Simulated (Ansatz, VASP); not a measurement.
# Cross-check of ZnSe (Stilleite) between VASP and Ansatz, part 2 of 2

Wanted: the spread between two codes on one cell, functional and k mesh.

VASP 6.6.1 and Ansatz 0.2.0.

So far. Step 2 (VASP: band structure, HSE06): Spin-orbit coupling is off here; it would split degenerate levels, and it lifts a valence top of Se p states by about 0.1 eV.

### 4. Differences

Known differences besides the potentials themselves: exact exchange at q = 0 is treated differently, which shows on coarse meshes; VASP keeps PBE cores, Ansatz makes them for the functional; the data sets hold 28 valence electrons in Ansatz (default PAW (the set named soft_2) files) and 18 in VASP; the cutoff is 420 eV in Ansatz and 400 eV in VASP; VASP takes a coarser grid for exact exchange (PRECFOCK = Fast). Total energies have different zeros and are not compared.

The two programs side by side:

| quantity | Ansatz | VASP | difference |
| --- | --- | --- | --- |
| gap over the path points (eV) | 2.456 | 2.446 | +0.011 |

Levels at points of the path, from each program's valence-band top (eV; 4 filled, then empty):

| k (reciprocal lattice) | Ansatz | VASP |
| --- | --- | --- |
| 0.000 0.000 0.000 | -7.94 0.00 0.00 0.00 2.46 6.97 6.97 | -7.86 0.00 0.00 0.00 2.45 6.96 6.96 |
| 0.500 0.000 0.500 | -7.71 -5.14 -2.31 -2.31 3.87 4.52 12.20 | -7.63 -5.13 -2.31 -2.31 3.88 4.52 12.21 |
| 0.500 0.200 0.700 | -7.61 -4.95 -2.93 -2.73 5.95 6.49 8.84 | -7.53 -4.95 -2.93 -2.73 5.96 6.49 8.84 |
| 0.400 0.350 0.750 | -7.63 -4.98 -3.28 -1.97 4.72 6.79 10.03 | -7.55 -4.98 -3.28 -1.97 4.72 6.79 10.02 |
| 0.150 0.150 0.300 | -7.93 -2.84 -1.27 -0.32 4.60 6.77 7.60 | -7.85 -2.84 -1.27 -0.32 4.59 6.77 7.59 |
| 0.200 0.200 0.200 | -7.94 -2.46 -0.36 -0.36 3.84 7.25 7.51 | -7.86 -2.46 -0.36 -0.36 3.83 7.25 7.51 |
| 0.550 0.400 0.550 | -7.72 -5.35 -1.94 -1.18 4.69 6.91 8.24 | -7.64 -5.34 -1.94 -1.18 4.69 6.92 8.23 |
| 0.600 0.250 0.650 | -7.63 -4.98 -3.28 -1.97 4.72 6.79 10.03 | -7.55 -4.98 -3.28 -1.97 4.72 6.79 10.02 |
| 0.500 0.250 0.750 | -7.60 -4.92 -3.00 -2.77 6.45 6.92 8.23 | -7.52 -4.92 -2.99 -2.77 6.46 6.91 8.23 |
| 0.500 0.500 0.500 | -7.75 -5.54 -0.91 -0.91 3.68 7.52 7.52 | -7.68 -5.53 -0.91 -0.91 3.68 7.51 7.51 |

Among the levels compared at these points, filled levels agree within 78 meV and empty ones within 11 meV.

### 5. Ansatz: band structure, HSE03

The same path points are solved in both programs, so levels can be compared one by one.

input.yaml reads:

```yaml
crystal:
  lattice:
    - [0.0, 2.8338, 2.8338]
    - [2.8338, 0.0, 2.8338]
    - [2.8338, 2.8338, 0.0]
  atoms:
    - { symbol: Zn, position: [0.0, 0.0, 0.0] }
    - { symbol: Se, position: [0.25, 0.25, 0.25] }
hamiltonian:
  xc: { exchange: pbe, correlation: pbe, exx: { coeff: 0.25, omega: 0.3 } }
  pseudopotentials: { kind: paw }
kpoints:
  mp_grid: { grid: [4, 4, 4] }
  band_path:
    path:
      - [0.0, 0.0, 0.0]
      - [0.5, 0.0, 0.5]
      - [0.5, 0.2, 0.7]
      - [0.4, 0.35, 0.75]
      - [0.15, 0.15, 0.3]
      - [0.2, 0.2, 0.2]
      - [0.55, 0.4, 0.55]
      - [0.6, 0.25, 0.65]
      - [0.5, 0.25, 0.75]
      - [0.5, 0.5, 0.5]
      - [0.375, 0.375, 0.75]
      - [0.5, 0.0, 0.5]
    npoints: 1
scf:
  occupations: { method: gaussian, width: 0.02 }
  n_extra_bands: 7
output:
  forces: true
  stress: true
  eigenvalues: true
```

Launch:

```sh
$ ansatz run input.yaml --threads 4 --pin off --max-ram 9216MiB --backend cpu --events-out ev --progress --plain --runs-dir out
```

Numbers of over 12 decimals in the logs are rounded to 6 here.

The log of the run:

```text
[...]
Crystal: 2 atoms, lattice volume = 45.513 Å³
Basis set: ecut = 420 eV, 893 PW (Γ), exchange–correlation on 54×54×54 points (8 copies of the dense FFT grid, shifted against one another)
Bands: 21, of which v1, the nominal top of the filled ones, is band 14 counted from 1 (13 counted from 0)
Symmetry: 24 space group operations
[...]
k-points: 8 of 64 (time reversal used)
[...]
--- Band table (eV; the first three rows and the last of 8) ---
  k-point 0: bands = [... 10 lower, -1.6014, 6.2583, 6.2583, 6.2583, 8.5021, 12.9879, 12.9879, 12.9879, ... 3 higher]
  k-point 1: bands = [... 10 lower, -1.6017, 3.0704, 5.7652, 5.7652, 9.9451, 13.6411, 13.6411, 13.7756, ... 3 higher]
  k-point 2: bands = [... 10 lower, -1.4155, 0.8021, 5.3576, 5.3576, 9.7151, 13.5319, 13.5319, 15.7608, ... 3 higher]
  k-point 7: bands = [... 10 lower, -1.2604, 1.4011, 3.3028, 3.5182, 12.4793, 12.9133, 14.2325, 14.8054, ... 3 higher]
[key lines of the parts left out:]
Free energy (F): -8791.077503 eV
Fermi energy:    7.380280 eV
P = ⅓ Tr σ = 1.6270 GPa (16.270 kbar)
```

Wall time 18 s (4 threads of Arm Neoverse V2, shared host); peak memory 0.72 GiB.

### 6. VASP: band structure, HSE03

The same cell, functional, mesh and smearing now go to VASP, with its own data sets and cutoff.

The run reads the wave functions of an earlier VASP run, which isn't shown here.

INCAR reads:

```
SYSTEM = ZnSe
PREC = Accurate
ENCUT = 400
EDIFF = 1E-06
NELM = 100
ISMEAR = 0
SIGMA = 0.02
LREAL = .FALSE.
ALGO = Normal
LHFCALC = .TRUE.
AEXX = 0.25
GGA = PE
HFSCREEN = 0.3
LASPH = .TRUE.
NBANDS = 15
PRECFOCK = Fast
LORBIT = 11
LWAVE = .FALSE.
LCHARG = .FALSE.
KPAR = 4
```

POSCAR reads:

```
ZnSe
1.0
    0.0000000000      2.8338000000      2.8338000000
    2.8338000000      0.0000000000      2.8338000000
    2.8338000000      2.8338000000      0.0000000000
Zn Se
1 1
Direct
    0.0000000000      0.0000000000      0.0000000000
    0.2500000000      0.2500000000      0.2500000000
```

KPOINTS reads:

```
Automatic mesh
0
Gamma
4 4 4
0 0 0
```

KPOINTS_OPT reads:

```
Line mode
6
Line-mode
Reciprocal
  0.00000000   0.00000000   0.00000000 GAMMA
  0.50000000   0.00000000   0.50000000 X

  0.50000000   0.00000000   0.50000000 X
  0.50000000   0.25000000   0.75000000 W

  0.50000000   0.25000000   0.75000000 W
  0.37500000   0.37500000   0.75000000 K

  0.37500000   0.37500000   0.75000000 K
  0.00000000   0.00000000   0.00000000 GAMMA

  0.00000000   0.00000000   0.00000000 GAMMA
  0.50000000   0.50000000   0.50000000 L

  0.50000000   0.50000000   0.50000000 L
  0.62500000   0.25000000   0.62500000 U

  0.62500000   0.25000000   0.62500000 U
  0.50000000   0.25000000   0.75000000 W

  0.50000000   0.25000000   0.75000000 W
  0.50000000   0.50000000   0.50000000 L

  0.50000000   0.50000000   0.50000000 L
  0.37500000   0.37500000   0.75000000 K

  0.62500000   0.25000000   0.62500000 U
  0.50000000   0.00000000   0.50000000 X
```

Potentials, in the order of the species: Zn and Se (PBE family, release 64).

Launch:

```sh
$ mpirun -np 4 vasp_std
```

The log of the run:

```text
[... set-up lines as in an earlier step ...]
 entering main loop
       N       E                     dE             d eps       ncg     rms          rms(c)
DAV:   1    -0.718334434215E+01   -0.71833E+01   -0.66423E-01   329   0.236E+01    0.213E+00
DAV:   2    -0.715982167405E+01    0.23523E-01   -0.16673E-01   275   0.833E+00    0.108E+00
DAV:   3    -0.716022450124E+01   -0.40283E-03   -0.16624E-02   303   0.196E+00    0.683E-01
DAV:   4    -0.715996006917E+01    0.26443E-03   -0.12683E-03   261   0.430E-01    0.397E-01
[...]
DAV:   8    -0.715982688015E+01    0.38259E-05   -0.13611E-06   254   0.922E-03    0.377E-02
DAV:   9    -0.715982587348E+01    0.10067E-05   -0.46370E-07   162   0.555E-03    0.205E-02
DAV:  10    -0.715982531357E+01    0.55992E-06   -0.20839E-07   148   0.378E-03
   1 F= -.71598253E+01 E0= -.71598253E+01  d E =-.170938E-12
 Start KPOINTS_OPT (optional k-point list driver)
k-point batch [1-8\60]
       N       E                     dE             ncg
DAV:   1     0.235884793840E+02   -0.28818E+04      240
DAV:   2    -0.740303927115E+03   -0.76389E+03      268
DAV:   3    -0.791825991582E+03   -0.51522E+02      275
DAV:   4    -0.792597080743E+03   -0.77109E+00      310
DAV:   5    -0.792601956651E+03   -0.48759E-02      317
DAV:   6    -0.792601990191E+03   -0.33540E-04      317
DAV:   7    -0.792601990507E+03   -0.31544E-06      246
[...]
k-point batch [57-60\60]
       N       E                     dE             ncg
DAV:   1     0.207385613044E+04   -0.24453E+04      120
DAV:   2     0.169324373631E+04   -0.38061E+03      141
DAV:   3     0.166933644974E+04   -0.23907E+02      148
DAV:   4     0.166899803576E+04   -0.33841E+00      162
DAV:   5     0.166899600490E+04   -0.20309E-02      169
DAV:   6     0.166899599206E+04   -0.12837E-04      169
DAV:   7     0.166899599195E+04   -0.11124E-06      123
```

OUTCAR, selected parts (step 6):

```text
 POSITION                                       TOTAL-FORCE (eV/Angst)
 -----------------------------------------------------------------------------------
      0.00000      0.00000      0.00000         0.000000      0.000000      0.000000
      1.41690      1.41690      1.41690        -0.000000     -0.000000     -0.000000
 -----------------------------------------------------------------------------------
    total drift:                                0.000174      0.000166      0.000090

  FREE ENERGIE OF THE ION-ELECTRON SYSTEM (eV)
  ---------------------------------------------------
  free  energy   TOTEN  =        -7.1598253136 eV

  energy  without entropy=       -7.1598253136  energy(sigma->0) =       -7.15982531

[... 2 parts as in an earlier step ...]

[... 1 further part left out ...]
[key lines of the parts left out:]
E-fermi :   1.1788
```

### 7. Side by side

The two programs side by side:

| quantity | Ansatz | VASP | difference |
| --- | --- | --- | --- |
| gap over the path points (eV) | 2.244 | 2.232 | +0.011 |

Levels at points of the path, from each program's valence-band top (eV; 4 filled, then empty):

| k (reciprocal lattice) | Ansatz | VASP |
| --- | --- | --- |
| 0.000 0.000 0.000 | -7.86 0.00 0.00 0.00 2.24 6.73 6.73 | -7.78 0.00 0.00 0.00 2.23 6.72 6.72 |
| 0.500 0.000 0.500 | -7.63 -5.07 -2.28 -2.28 3.66 4.29 11.93 | -7.55 -5.07 -2.28 -2.28 3.67 4.29 11.93 |
| 0.500 0.200 0.700 | -7.53 -4.88 -2.89 -2.70 5.73 6.24 8.58 | -7.45 -4.88 -2.89 -2.70 5.73 6.23 8.58 |
| 0.400 0.350 0.750 | -7.55 -4.91 -3.23 -1.94 4.50 6.54 9.76 | -7.47 -4.91 -3.23 -1.94 4.50 6.54 9.76 |
| 0.150 0.150 0.300 | -7.85 -2.81 -1.26 -0.31 4.37 6.54 7.35 | -7.77 -2.81 -1.26 -0.31 4.36 6.54 7.35 |
| 0.200 0.200 0.200 | -7.86 -2.44 -0.35 -0.35 3.62 7.01 7.27 | -7.79 -2.44 -0.35 -0.35 3.61 7.01 7.26 |
| 0.550 0.400 0.550 | -7.64 -5.27 -1.92 -1.17 4.46 6.67 7.99 | -7.56 -5.27 -1.92 -1.17 4.46 6.68 7.98 |
| 0.600 0.250 0.650 | -7.55 -4.91 -3.23 -1.94 4.50 6.54 9.76 | -7.47 -4.91 -3.23 -1.94 4.50 6.54 9.76 |
| 0.500 0.250 0.750 | -7.52 -4.86 -2.96 -2.74 6.22 6.66 7.97 | -7.44 -4.86 -2.95 -2.74 6.23 6.64 7.97 |
| 0.500 0.500 0.500 | -7.67 -5.46 -0.90 -0.90 3.46 7.27 7.27 | -7.60 -5.46 -0.90 -0.90 3.45 7.27 7.27 |

Among the levels compared at these points, filled levels agree within 77 meV and empty ones within 11 meV.

### 8. Summary of results

| Item | Value |
| --- | --- |
| difference in gap over the path points (band structure, HSE06) | 0.011 eV |
| difference in gap over the path points (band structure, HSE03) | 0.011 eV |

The difference in gap over the path points is 0.011 eV (band structure, HSE03), within the 0.08 eV picked in this series as the mark of a large difference. How closely two codes agree says nothing of how well the functional describes the real material.

[Lines on the potential files, build, host, timing and source positions are cut from VASP's logs without a mark.]

[Logs are printed without paths, hosts, clocks, repeated set-up lines and the standing remarks that a program may print on its own settings, such as how far it seeks lower states.]

[Hosts, paths, dates, database ids (printed as entryN), source tags and the programs' standing remarks are cut or masked in the printed files.]
